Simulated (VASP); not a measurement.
# Nb (Fm-3m) in VASP: settings compared, part 2 of 2

VASP 6.6.1. Earlier steps stand in the parts before.

**3. Electric field gradients, PBE (volume scaled by 1.05)**

INCAR reads:

```
  PREC = Accurate
  ENCUT = 520
  EDIFF = 1E-8
  ISMEAR = -1
  SIGMA = 0.08
  LREAL = False
  LASPH = True
  NELM = 80
  ALGO = Normal
  ISIF = 2
  LWAVE = False
  LCHARG = False
  GGA = PE
  LEFG = True
  NBANDS = 12
```

KPOINTS reads:

```
Automatic mesh
0
Gamma
  13 13 13
```

POSCAR reads:

```
Nb
1.0
    0.0000000000      2.1496782947      2.1496782947
    2.1496782947      0.0000000000      2.1496782947
    2.1496782947      2.1496782947      0.0000000000
Nb
1
Direct
    0.0000000000      0.0000000000      0.0000000000
```

Potentials or basis: VASP PAW PBE potentials, release 64 (Nb_sv).

The run is started by

```sh
$ cat potpaw_PBE.64/Nb_sv/POTCAR > POTCAR
$ mpirun -np 1 vasp_std > vasp.out
```

OUTCAR:

```text
PREC = Accurate
   ENCUT = 520
   EDIFF = 1E-8
   ISMEAR = -1
   LREAL = False
   LASPH = True
   NELM = 80
   ISIF = 2
   GGA = PE

 ion  position               nearest neighbor table
   1  0.000  0.000  0.000-

  LATTYP: Found a face centered cubic cell.
 ALAT       =     4.2993565894

  Lattice vectors:

 A1 = (   0.0000000000,   2.1496782947,   2.1496782947)
 A2 = (   2.1496782947,   0.0000000000,   2.1496782947)
 A3 = (   2.1496782947,   2.1496782947,   0.0000000000)

Analysis of symmetry for initial positions (statically):
=====================================================================
 Subroutine PRICEL returns:
 Original cell was already a primitive cell.

 Routine SETGRP: Setting up the symmetry group for a
 face centered cubic supercell.
[... 541 lines left out ...]
  in kB      -85.2943023    -85.2943023    -85.2943023      0.0000000     -0.0000000      0.0000000
  external PRESSURE =     -85.2943023 kB  Pullay stress =       0.0000000 kB

 VOLUME and BASIS-vectors are now :
 -----------------------------------------------------------------------------
  energy-cutoff  :      520.00
  volume of cell :       19.87
      direct lattice vectors                 reciprocal lattice vectors
     0.000000000  2.149678295  2.149678295    -0.232592943  0.232592943  0.232592943
     2.149678295  0.000000000  2.149678295     0.232592943 -0.232592943  0.232592943
     2.149678295  2.149678295  0.000000000     0.232592943  0.232592943 -0.232592943

 POSITION                                       TOTAL-FORCE (eV/Angst)
 -----------------------------------------------------------------------------------
      0.00000      0.00000      0.00000         0.000000      0.000000      0.000000
 -----------------------------------------------------------------------------------
    total drift:                                0.000000      0.000000      0.000000

  FREE ENERGIE OF THE ION-ELECTRON SYSTEM (eV)
  ---------------------------------------------------
  free  energy   TOTEN  =        -9.8789264079 eV

  energy  without entropy=       -9.8454440092  energy(sigma->0) =       -9.86218521

 Electric field gradients (V/A^2)
---------------------------------------------------------------------
 ion       V_xx      V_yy      V_zz      V_xy      V_xz      V_yz
---------------------------------------------------------------------
   1      -0.000    -0.000    -0.000     0.000     0.000     0.000
---------------------------------------------------------------------

 Electric field gradients after diagonalization (V/A^2)
 (convention: |V_zz| > |V_xx| > |V_yy|)
----------------------------------------------------------------------
 ion       V_xx      V_yy      V_zz     asymmetry (V_yy - V_xx)/ V_zz
----------------------------------------------------------------------
   1      -0.000    -0.000     0.000       0.000
----------------------------------------------------------------------

           NMR quadrupolar parameters

 Cq : quadrupolar parameter    Cq=e*Q*V_zz/h
 eta: asymmetry parameters     (V_yy - V_xx)/ V_zz
 Q  : nuclear electric quadrupole moment in mb (millibarn)
----------------------------------------------------------------------
 ion       Cq(MHz)       eta       Q (mb)
----------------------------------------------------------------------
   1       0.000       0.000       1.000
----------------------------------------------------------------------
```

stdout:

```text
POSCAR found type information on POSCAR Nb
 POSCAR found :  1 types and       1 ions
 scaLAPACK will be used
 LDA part: xc-table for (Slater+PW92), standard interpolation
 POSCAR, INCAR and KPOINTS ok, starting setup
 FFT: planning ... GRIDC
 FFT: planning ... GRID_SOFT
 FFT: planning ... GRID
 WAVECAR not read
 entering main loop
ion   1
```

It took 7.6 s on 1 thread of Intel Xeon 6975P-C (Granite Rapids), shared host; peak memory 0.14 GiB.

What came out:

- Free energy: -9.8789 eV
- Pressure: -8.5 GPa
- Band gap on the k mesh: none (metal or under the smearing width)

Electric field gradients, principal values (V/Å²):
| atom | Vxx | Vyy | Vzz |
| --- | --- | --- | --- |
| 1 Nb | 0.000 | 0.000 | 0.000 |

**4. Electric field gradients, LDA**

INCAR reads:

```
SYSTEM = Nb
ALGO = Normal
EDIFF = 1E-8
ENCUT = 520
GGA = CA
ISIF = 2
ISMEAR = -1
LASPH = .TRUE.
LCHARG = .FALSE.
LEFG = .TRUE.
LREAL = .FALSE.
LWAVE = .FALSE.
NBANDS = 12
NELM = 100
PREC = Accurate
SIGMA = 0.08
```

KPOINTS reads:

```
k-points
0
G
  13 13 13
  0 0 0
```

POSCAR reads:

```
Nb
1.0
    0.0000000000      2.1150000000      2.1150000000
    2.1150000000      0.0000000000      2.1150000000
    2.1150000000      2.1150000000      0.0000000000
Nb
1
Direct
    0.0000000000      0.0000000000      0.0000000000
```

Potentials or basis: VASP PAW LDA potentials, release 64 (Nb_sv).

The run is started by

```sh
$ cat potpaw_LDA.64/Nb_sv/POTCAR > POTCAR
$ mpirun -np 1 vasp_std > vasp.out
```

OUTCAR:

```text
SYSTEM = Nb
   EDIFF = 1E-8
   ENCUT = 520
   GGA = CA
   ISIF = 2
   ISMEAR = -1
   LASPH = .TRUE.
   LREAL = .FALSE.
   NELM = 100
   PREC = Accurate

 ion  position               nearest neighbor table
   1  0.000  0.000  0.000-

  LATTYP: Found a face centered cubic cell.
 ALAT       =     4.2300000000

  Lattice vectors:

 A1 = (   0.0000000000,   2.1150000000,   2.1150000000)
 A2 = (   2.1150000000,   0.0000000000,   2.1150000000)
 A3 = (   2.1150000000,   2.1150000000,   0.0000000000)

Analysis of symmetry for initial positions (statically):
=====================================================================
 Subroutine PRICEL returns:
 Original cell was already a primitive cell.

 Routine SETGRP: Setting up the symmetry group for a
 face centered cubic supercell.

[... 541 lines left out ...]
  external PRESSURE =    -103.7381422 kB  Pullay stress =       0.0000000 kB

 VOLUME and BASIS-vectors are now :
 -----------------------------------------------------------------------------
  energy-cutoff  :      520.00
  volume of cell :       18.92
      direct lattice vectors                 reciprocal lattice vectors
     0.000000000  2.115000000  2.115000000    -0.236406619  0.236406619  0.236406619
     2.115000000  0.000000000  2.115000000     0.236406619 -0.236406619  0.236406619
     2.115000000  2.115000000  0.000000000     0.236406619  0.236406619 -0.236406619

 POSITION                                       TOTAL-FORCE (eV/Angst)
 -----------------------------------------------------------------------------------
      0.00000      0.00000      0.00000        -0.000000     -0.000000      0.000000
 -----------------------------------------------------------------------------------
    total drift:                               -0.000000      0.000000     -0.000000

  FREE ENERGIE OF THE ION-ELECTRON SYSTEM (eV)
  ---------------------------------------------------
  free  energy   TOTEN  =       -10.8647241525 eV

  energy  without entropy=      -10.8307335080  energy(sigma->0) =      -10.84772883

 Electric field gradients (V/A^2)
---------------------------------------------------------------------
 ion       V_xx      V_yy      V_zz      V_xy      V_xz      V_yz
---------------------------------------------------------------------
   1       0.000    -0.000    -0.000     0.000     0.000     0.000
---------------------------------------------------------------------

 Electric field gradients after diagonalization (V/A^2)
 (convention: |V_zz| > |V_xx| > |V_yy|)
----------------------------------------------------------------------
 ion       V_xx      V_yy      V_zz     asymmetry (V_yy - V_xx)/ V_zz
----------------------------------------------------------------------
   1      -0.000    -0.000     0.000       0.000
----------------------------------------------------------------------

           NMR quadrupolar parameters

 Cq : quadrupolar parameter    Cq=e*Q*V_zz/h
 eta: asymmetry parameters     (V_yy - V_xx)/ V_zz
 Q  : nuclear electric quadrupole moment in mb (millibarn)
----------------------------------------------------------------------
 ion       Cq(MHz)       eta       Q (mb)
----------------------------------------------------------------------
   1       0.000       0.000       1.000
----------------------------------------------------------------------
```

Wall time 10 s (1 thread of Intel Xeon 6975P-C (Granite Rapids), shared host); peak memory 0.13 GiB.

What came out:

```yaml
Free_energy: -10.8647 eV
Pressure: -10.4 GPa
Band_gap_on_the_k_mesh: none (metal or under the smearing width)
```

Electric field gradients, principal values (V/Å²):
```tsv
atom	Vxx	Vyy	Vzz
1 Nb	0.000	0.000	0.000
```

**5. The runs side by side**

```tsv
task	level	potentials or basis	cell	k mesh for the DOS	occupations for the DOS	gap on the mesh (eV)	pressure (GPa)
density of states	PBE	VASP PAW PBE potentials, release 64 (Nb_sv)	as given	20 × 20 × 20	tetrahedron	-	-
electric field gradients	PBE	VASP PAW PBE potentials, release 64 (Nb_sv)	volume scaled by 1.05, PAW files	-	-	none	-8.5
electric field gradients	LDA	VASP PAW LDA potentials, release 64 (Nb_sv)	as given	-	-	none	-10.4
```

Alike in all rows: no spin polarisation; k mesh 13 × 13 × 13; cutoff (eV) 520; smearing fermi-dirac 0.08 eV.

Absolute energies hang on the potentials; compare differences alone.
